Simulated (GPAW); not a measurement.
Runs of GPAW 26.7.0 on CdS (Greenockite). It takes space group P6_3mc (No. 186, hexagonal). Conventional cell: a = 4.150 Å, b = 4.150 Å, c = 6.737 Å, α = 90.00°, β = 90.00°, γ = 120.00°. Around Cd (site symmetry 3m) lie 4 S at 2.53 to 2.54 Å. Around S (site symmetry 3m) lie 4 Cd at 2.53 to 2.54 Å. 

```tsv
task	level	potentials or basis	cell	k mesh	cutoff (eV)	smearing	optimizer	fmax	max steps	mesh quality	gap on the mesh (eV)	pressure (GPa)	relaxed volume (Å³/atom)	largest force (eV/Å)
relaxation of cell and atoms	PW91+D3(BJ)	PAW data sets generated in the run's folder for this functional, pw	relaxed	5 × 5 × 3	600	fermi-dirac 0.05 eV	LBFGS	0.02 eV/Å	40	not flagged	1.13	0.1	25.18	-
electron localisation function	AM05	PAW data sets generated in the run's folder for this functional, pw	as given	4 × 4 × 2	510	fermi-dirac 0.01 eV	-	-	-	coarse	(a)	-0.8	-	0.05
single point	PBEsol	PAW data sets generated in the run's folder for this functional, pw	as given	7 × 7 × 4	600	fermi-dirac 0.05 eV	-	-	-	not flagged	1.04	-1.2	-	(c)
relaxation of cell and atoms	RPBE+D3(BJ)	the program's PAW data sets (release 1.2.1) made for this functional, pw	relaxed	5 × 5 × 3	600	fermi-dirac 0.05 eV	BFGS	0.05 eV/Å	60	not flagged	1.54	0.0	(b)	0.02
```

Alike in all rows: no spin polarisation.

Question: Fill in the values left out.

Answer: (a) 1.16; (b) 23.23; (c) 0.07.

Caveats: some runs use coarse meshes; an odd mesh through Γ misses points on the zone boundary, where band edges often lie (some runs); later steps reuse the first step's grids (some runs); the cutoff is short for stress and forces, so pressures can be off by a GPa or more (some runs).

A k mesh can miss the band edges, and the runs leave out spin-orbit coupling on Cd.

Not every run made on this cell is shown here.
